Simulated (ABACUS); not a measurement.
**SnTe: single point with PBE**

The system is SnTe.

```
Te Sn
1.0
     0.00000    3.15085    3.15085
     3.15085    0.00000    3.15085
     3.15085    3.15085    0.00000
Te Sn
1 1
Cartesian
  3.1509 3.1509 3.1509
  0.0000 0.0000 0.0000
```

```json
{
  "Program": "ABACUS 3.10.1",
  "Task": "single point",
  "Functional": "PBE",
  "Potentials or basis": "SG15 ONCV 1.2 PBE",
  "Cutoff": "1361 eV",
  "Density cutoff": "5442 eV",
  "Basis": "DZP LCAO (the cutoffs set its grid)",
  "k mesh": "3 × 3 × 3",
  "Occupations": "fermi-dirac, width 0.05 eV",
  "Spin": "no spin polarisation",
  "Radial cutoff of the potentials (pseudo_rcut)": "7 bohr",
  "Orbital files": "Te Te_confined-atom_8au_2s2p2d.orb, Sn Sn_confined-atom_8au_2s2p2d.orb",
  "SCF threshold on the density": "1e-07",
  "Max SCF steps": "100",
  "Eigensolver": "genelpa",
  "Mixing": "broyden",
  "Mixing share": "0.7",
  "Symmetry key": "1",
  "Bands": "19"
}
```

```yaml
Pressure: 3.2 GPa
Mulliken_charges: Te -0.11; Sn +0.11 e
```

Levels at points of the mesh, in eV from the Fermi level:
```
           k point  band 13  band 14  band 15  band 16  band 17  band 18
(0.00, 0.00, 0.00)    -2.28    -2.28    -2.28     3.40     3.40     3.40
```

Run time: 3.2 s on 8 MPI ranks on AMD EPYC 7B13 (Zen 3), on a shared host, peak memory 0.8 GiB a rank.

Caveat: the k mesh is coarse (spacing up to 0.58 Å⁻¹), so the values aren't converged; the atomic orbitals were generated for these runs and aren't a published set; Mulliken charges move with the basis; this odd mesh misses L, where the gap lies, so gap, dielectric constants and Born charges aren't listed; the basis of atomic orbitals isn't converged, which shifts pressures, moduli and gaps. Spin-orbit coupling is left out, which matters for the levels of Te.
